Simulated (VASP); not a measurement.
# Sb (I4/mmm) in VASP: notebook

One crystal, Sb, is run at these levels: r2SCAN; tasks: single point.

All numbers are computed with VASP 6.6.1; they aren't measurements. Logs are shortened: lines on timing, memory, paths and dates and some standing lists are left out, and cuts for length are marked.

## Step 1: The structure

Symmetry: I4/mmm, No. 139, tetragonal system. The conventional cell has a = 3.153 Å, b = 3.153 Å, c = 5.424 Å, α = 90.00°, β = 90.00°, γ = 90.00°. Around Sb (site symmetry 4/mmm) lie 12 Sb at 3.15 to 3.51 Å.

This isn't the form of Sb at room conditions, which is rhombohedral.

## Step 2: Single point, r2SCAN

INCAR reads:

```
SYSTEM = Sb
PREC = Accurate
ENCUT = 400
EDIFF = 1E-6
ISMEAR = 0
SIGMA = 0.2
LREAL = .FALSE.
LASPH = .TRUE.
NELM = 100
ALGO = Normal
ISIF = 2
LWAVE = .FALSE.
LCHARG = .FALSE.
METAGGA = R2SCAN
LMIXTAU = .TRUE.
ADDGRID = .FALSE.
```

KPOINTS reads:

```
regular mesh
0
G
  15 15 15
  0 0 0
```

POSCAR reads:

```
Sb
1.0
   -1.5638750000      1.6131910000      2.7402030000
    1.6104090000     -1.5604430000      2.7365900000
    1.5281950000      1.5247630000     -2.7095380000
Sb
1
Direct
    0.0004760000      0.0218010000      0.0165680000
```

Potentials or basis: VASP PAW PBE potentials, release 64 (Sb).

On the command line:

```
$ cat potpaw_PBE.64/Sb/POTCAR > POTCAR
$ mpirun -np 1 vasp_std > vasp.out
```

OUTCAR:

```text
SYSTEM = Sb
   PREC = Accurate
   ENCUT = 400
   EDIFF = 1E-6
   ISMEAR = 0
   LREAL = .FALSE.
   LASPH = .TRUE.
   NELM = 100
   ISIF = 2
   METAGGA = R2SCAN

 Found   1688 irreducible k-points:

 Following reciprocal coordinates:
            Coordinates               Weight
  0.000000  0.000000  0.000000      1.000000
  0.066667 -0.000000  0.000000      2.000000
  0.133333 -0.000000  0.000000      2.000000
  0.200000 -0.000000 -0.000000      2.000000
  0.266667 -0.000000  0.000000      2.000000
  0.333333 -0.000000  0.000000      2.000000
   k-points           NKPTS =   1688   k-points in BZ     NKDIM =   1688   number of bands    NBANDS=      6
   number of dos      NEDOS =    301   number of ions     NIONS =      1
   total plane-waves  NPLWV =  13824
   dimension x,y,z NGX =    24 NGY =   24 NGZ =   24
   dimension x,y,z NGXF=    48 NGYF=   48 NGZF=   48
   ions per type =               1
   NGX,Y,Z   is equivalent  to a cutoff of  11.26, 11.28, 11.52 a.u.
   NGXF,Y,Z  is equivalent  to a cutoff of  22.52, 22.55, 23.03 a.u.
 SYSTEM =  Sb
   PREC   = accura    normal or accurate (medium, high low for compatibility)
   ISTART =      0    job   : 0-new  1-cont  2-samecut
   ICHARG =      2    charge: 1-file 2-atom 10-const
   ISPIN  =      1    spin polarized calculation?
   LNONCOLLINEAR =      F non collinear calculations
   LSORBIT =      F    spin-orbit coupling
   LASPH  =      T    aspherical Exc in radial PAW
   ENCUT  =  400.0 eV  29.40 Ry    5.42 a.u.   5.78  5.77  5.65*2*pi/ulx,y,z
   NELM   =    100;   NELMIN=  2; NELMDL= -5     # of ELM steps
   EDIFF  = 0.1E-05   stopping-criterion for ELM
   LREAL  =      F    real-space projection
   EDIFFG = 0.1E-04   stopping-criterion for IOM
   NSW    =      0    number of steps for IOM
   IBRION =     -1    ionic relax: 0-MD 1-quasi-New 2-CG
   NFREE  =      0    steps in history (QN), initial steepest desc. (CG)
   ISIF   =      2    stress and relaxation
   ISYM   =      2    0-nonsym 1-usesym 2-fastsym
   POTIM  = 0.5000    time-step for ionic-motion
   TEBEG  =    0.0;   TEEND  =   0.0 temperature during run
   PSTRESS=    0.0 pullay stress
   NELECT =       5.0000    total number of electrons
   NUPDOWN=      -1.0000    fix difference up-down
   EMIN   =  10.00;   EMAX   =-10.00  energy-range for DOS
   EFERMI =   0.00;   METHOD = LEGACY
   ISMEAR =     0;   SIGMA  =   0.20  broadening in eV -4-tet -1-fermi 0-gaus
   EFERMI_NEDOS =   21; number of points for ismear=-14 and -15
   IALGO  =     38    algorithm
   IMIX   =      4    mixing-type and parameters
     AMIX     =   0.40;   BMIX     =  1.00
     AMIX_MAG =   1.60;   BMIX_MAG =  1.00
  volume/ion in A,a.u.               =      26.96       181.95
  Fermi-wavevector in a.u.,A,eV,Ry     =   0.933573  1.764197 11.858272  0.871558
  Thomas-Fermi vector in A             =   2.060288
   LORBIT       =      0    0 simple, 1 ext, 2 COOP (PROOUT), +10 PAW based schemes
   METAGGA = R2SCAN    functional components
   LHFCALC =     F    Hartree Fock is set to
   AEXX    =    0.0000 exact exchange contribution
   IVDW    =     0    specifies the selected vdW correction
   LEPSILON=     F    determine dielectric tensor
   LRPA    =     F    only Hartree local field effects (RPA)
 non-spin polarized calculation
 Gauss-broadening in eV      SIGMA  =   0.20
  energy-cutoff  :      400.00
  volume of cell :       26.96
 maximum number of plane-waves:       503
   NGX = 11   NGY = 11   NGZ = 11

 number of electron       5.0000000 magnetization

 Free energy of the ion-electron system (eV)
  ---------------------------------------------------
  ext. energy  EPLUGINS =         0.00000000
  ---------------------------------------------------
  free energy    TOTEN  =       -25.27186591 eV

  energy without entropy =      -25.25772281  energy(sigma->0) =      -25.26479436

 E-fermi :   8.4868     XC(G=0): -10.7777

 val. band max:        8.4866327234   @ k =   0.2667  -0.0667   0.3333
 cond. band min:       8.4900126110   @ k =  -0.3333  -0.4667   0.0667
 fundamental gap:      0.0033798876
 Fermi energy:         8.4868388932

 k-point     1 :       0.0000    0.0000    0.0000
  band No.  band energies     occupation
      1      -5.1335      2.00000
      2      13.1627      0.00000
      3      14.2007      0.00000
      4      14.2546      0.00000
      5      18.1069      0.00000
      6      19.3439      0.00000

 k-point     2 :       0.0667   -0.0000    0.0000
  band No.  band energies     occupation
      1      -5.0407      2.00000
      2      12.7385      0.00000
      3      13.5313      0.00000
      4      14.2097      0.00000
      5      18.3609      0.00000
      6      18.6668      0.00000

 k-point     3 :       0.1333   -0.0000    0.0000
  band No.  band energies     occupation
      1      -4.7630      2.00000
      2      11.1380      0.00000
      3      12.7416      0.00000
      4      14.1835      0.00000
      5      17.5302      0.00000
      6      18.6425      0.00000

 k-point     4 :       0.2000   -0.0000   -0.0000
  band No.  band energies     occupation
      1      -4.3036      2.00000
      2       9.1014      0.00001
      3      12.0722      0.00000
      4      14.1711      0.00000
      5      16.7055      0.00000
      6      18.5889      0.00000

 k-point     5 :       0.2667   -0.0000    0.0000
  band No.  band energies     occupation
      1      -3.6707      2.00000
      2       7.0797      2.00000
      3      11.4573      0.00000
      4      14.1899      0.00000
      5      16.0595      0.00000
      6      18.5931      0.00000

 k-point     6 :       0.3333   -0.0000    0.0000
  band No.  band energies     occupation
      1      -2.8855      2.00000
      2       5.2062      2.00000
      3      10.9523      0.00000
      4      14.2410      0.00000
      5      15.5833      0.00000
      6      18.7104      0.00000

 [... further k-points ...]

------------------------ aborting loop because EDIFF is reached ----------------------------------------

  FORCE on cell =-STRESS in cart. coord.  units (eV):
  Direction    XX          YY          ZZ          XY          YZ          ZX
  --------------------------------------------------------------------------------------
  -------------------------------------------------------------------------------------
  Total        0.1628104      0.1612499      0.3592729     -0.0768405      0.0538334      0.0455723
  in kB        9.6748192      9.5820918     21.3493774     -4.5661584      3.1989861      2.7080817
  external PRESSURE =      13.5354295 kB  Pullay stress =       0.0000000 kB

 VOLUME and BASIS-vectors are now :
 -----------------------------------------------------------------------------
  energy-cutoff  :      400.00
  volume of cell :       26.96
      direct lattice vectors                 reciprocal lattice vectors
    -1.563875000  1.613191000  2.740203000     0.002055809  0.316948054  0.179518554
     1.610409000 -1.560443000  2.736590000     0.317083613  0.001847581  0.179876686
     1.528195000  1.524763000 -2.709538000     0.322328449  0.322401118 -0.005843793

 POSITION                                       TOTAL-FORCE (eV/Angst)
 -----------------------------------------------------------------------------------
      0.05968     -0.00799      0.01607         0.000000      0.000000      0.000000
 -----------------------------------------------------------------------------------
    total drift:                               -0.000000     -0.000000      0.000001

  FREE ENERGIE OF THE ION-ELECTRON SYSTEM (eV)
  ---------------------------------------------------
  free  energy   TOTEN  =       -25.2718659097 eV

  energy  without entropy=      -25.2577228062  energy(sigma->0) =      -25.26479436
```

Run time: 3.8 min. Hardware: 1 thread of Intel Xeon 6975P-C (Granite Rapids), shared host; peak memory 0.32 GiB.

The run converged, but some of its settings lie outside the range that counts as converged, so its numbers aren't taken as properties of the crystal.

Results:

```yaml
Free_energy: -25.2719 eV
Pressure: 1.4 GPa
Band_gap_on_the_k_mesh: none (metal or under the smearing width)
```

Caveat: the PAW data sets were made with another functional, which shifts forces and pressure a little.

## Step 3: Single point, r2SCAN

Changes to INCAR since step 2:

```diff
@@ -5,3 +5,3 @@
 ISMEAR = 0
-SIGMA = 0.2
+SIGMA = 0.05
 LREAL = .FALSE.
```

KPOINTS is that of step 2.

POSCAR reads:

```
Sb
1.0
   -1.5765401831      1.5765401831      2.7119384313
    1.5765401831     -1.5765401831      2.7119384313
    1.5765401831      1.5765401831     -2.7119384313
Sb
1
Direct
    0.0000000000      0.0000000000      0.0000000000
```

Potentials or basis: VASP PAW PBE potentials, release 64 (Sb).

On the command line:

```
$ cat potpaw_PBE.64/Sb/POTCAR > POTCAR
$ mpirun -np 1 vasp_std > vasp.out
```

Run time: 41 s. Hardware: 1 thread of Intel Xeon 6975P-C (Granite Rapids), shared host; peak memory 0.16 GiB.

These settings aren't checked as converged: the numbers below hold their error.

Results:

```yaml
Free_energy: -25.2614 eV
Pressure: 1.2 GPa
Band_gap_on_the_k_mesh: none (metal or under the smearing width)
```

Caveat: the PAW data sets were made with another functional, which shifts forces and pressure a little.

## Step 4: Single point, r2SCAN

INCAR is that of step 3.

KPOINTS is that of step 3.

POSCAR reads:

```
Sb
1.0
   -1.5638750000      1.6131910000      2.7402030000
    1.6104090000     -1.5604430000      2.7365900000
    1.5281950000      1.5247630000     -2.7095380000
Sb
1
Direct
    0.0004760000      0.0218010000      0.0165680000
```

On the command line:

```
$ cat potpaw_PBE.64/Sb/POTCAR > POTCAR
$ mpirun -np 1 vasp_std > vasp.out
```

It took 3.7 min on 1 thread of Intel Xeon 6975P-C (Granite Rapids), shared host; peak memory 0.32 GiB.

These settings aren't checked as converged: the numbers below hold their error.

Results:

* Free energy: -25.2653 eV
* Pressure: 1.3 GPa
* Band gap on the k mesh: none (metal or under the smearing width)

Caveat: the PAW data sets were made with another functional, which shifts forces and pressure a little.

## Step 5: Single point, r2SCAN

Changes to INCAR since step 4:

```diff
@@ -5,3 +5,3 @@
 ISMEAR = 0
-SIGMA = 0.05
+SIGMA = 0.02
 LREAL = .FALSE.
```

KPOINTS is that of step 4.

POSCAR reads:

```
Sb
1.0
   -1.5765401831      1.5765401831      2.7119384313
    1.5765401831     -1.5765401831      2.7119384313
    1.5765401831      1.5765401831     -2.7119384313
Sb
1
Direct
    0.0000000000      0.0000000000      0.0000000000
```

On the command line:

```
$ cat potpaw_PBE.64/Sb/POTCAR > POTCAR
$ mpirun -np 1 vasp_std > vasp.out
```

Run time: 42 s. Hardware: 1 thread of Intel Xeon 6975P-C (Granite Rapids), shared host; peak memory 0.16 GiB.

These settings aren't checked as converged: the numbers below hold their error.

What came out:

```yaml
Free_energy: -25.2610 eV
Pressure: 1.2 GPa
Band_gap_on_the_k_mesh: none (metal or under the smearing width)
```

Caveat: the PAW data sets were made with another functional, which shifts forces and pressure a little.

## Step 6: The reference run

An earlier run on the cell as given: functional PBEsol; potentials or basis VASP PAW PBE potentials, release 64 (Sb); cutoff 520 eV; k mesh 12 × 12 × 12; occupations fermi-dirac, width 0.05 eV; no spin polarisation.

- Pressure: -1.3 GPa
- Band gap on the k mesh: none (metal or under the smearing width)
